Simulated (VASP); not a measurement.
The system is GeSe.

```
Ge Se
1.0
    10.79000    0.00000    0.00000
     0.00000    3.82000    0.00000
     0.00000    0.00000    4.38000
Ge Se
4 4
Direct
  0.12100 0.75000 0.89400
  0.62100 0.75000 0.60600
  0.37900 0.25000 0.39400
  0.87900 0.25000 0.10600
  0.85200 0.75000 0.49700
  0.35200 0.75000 0.00300
  0.64800 0.25000 0.99700
  0.14800 0.25000 0.50300
```

* Program: VASP 6.6.1
* Task: relaxation of cell and atoms
* Functional: PBE
* Dispersion: D3(BJ)
* Potentials or basis: VASP PAW PBE potentials, release 64 (Ge_d, Se)
* Cutoff: 600 eV
* k mesh: 4 × 8 × 6
* Occupations: gaussian, width 0.03 eV
* Spin: no spin polarisation

At the start: pressure 3.3 GPa; volume 22.57 Å³/atom.

Task: How do energy, volume and symmetry change on relaxing?

Result: Over 25 steps the energy falls by 11.7 meV/atom and the volume is 23.52 Å³/atom (+4.2 %); space group Pnma (No. 62, to 0.05 Å).

The path:
```csv
step,energy change (eV),largest force (eV/Å),pressure (GPa),volume (Å³)
1,0.0000,0.2543,3.31,180.53
2,-0.0416,0.2877,-2.39,193.00
3,-0.0841,0.1310,-0.08,187.88
4,-0.0841,0.1262,-0.02,187.73
5,-0.0878,0.0880,0.00,187.88
6,-0.0900,0.0458,0.02,188.07
7,-0.0901,0.0431,0.06,188.10
8,-0.0912,0.0347,-0.05,188.44
9,-0.0912,0.0360,-0.21,188.86
10,-0.0914,0.0347,-0.19,188.67
11,-0.0920,0.0429,0.00,188.33
12,-0.0921,0.0472,0.14,188.14
13,-0.0926,0.0377,0.09,188.16
14,-0.0932,0.0185,0.04,188.20
15,-0.0934,0.0170,-0.06,188.33
16,-0.0934,0.0168,-0.04,188.37
17,-0.0934,0.0168,-0.09,188.43
18,-0.0935,0.0168,-0.04,188.34
19,-0.0936,0.0184,0.02,188.17
20,-0.0936,0.0183,0.11,188.14
21,-0.0936,0.0183,-0.02,188.16
22,-0.0936,0.0183,0.06,188.15
23,-0.0937,0.0132,0.01,188.18
24,-0.0937,0.0124,-0.02,188.22
25,-0.0938,0.0096,0.01,188.18
```

Final structure:
```yaml
crystal:
  lattice:
    - [10.95973, 0.00000, 0.00000]
    - [0.00000, 3.88180, 0.00000]
    - [0.00000, 0.00000, 4.42316]
  atoms:
    - { symbol: Ge, position: [0.12293, 0.75000, 0.89010] }
    - { symbol: Ge, position: [0.62293, 0.75000, 0.60990] }
    - { symbol: Ge, position: [0.37707, 0.25000, 0.39010] }
    - { symbol: Ge, position: [0.87707, 0.25000, 0.10990] }
    - { symbol: Se, position: [0.85450, 0.75000, 0.49865] }
    - { symbol: Se, position: [0.35450, 0.75000, 0.00135] }
    - { symbol: Se, position: [0.64550, 0.25000, 0.99865] }
    - { symbol: Se, position: [0.14550, 0.25000, 0.50135] }
```
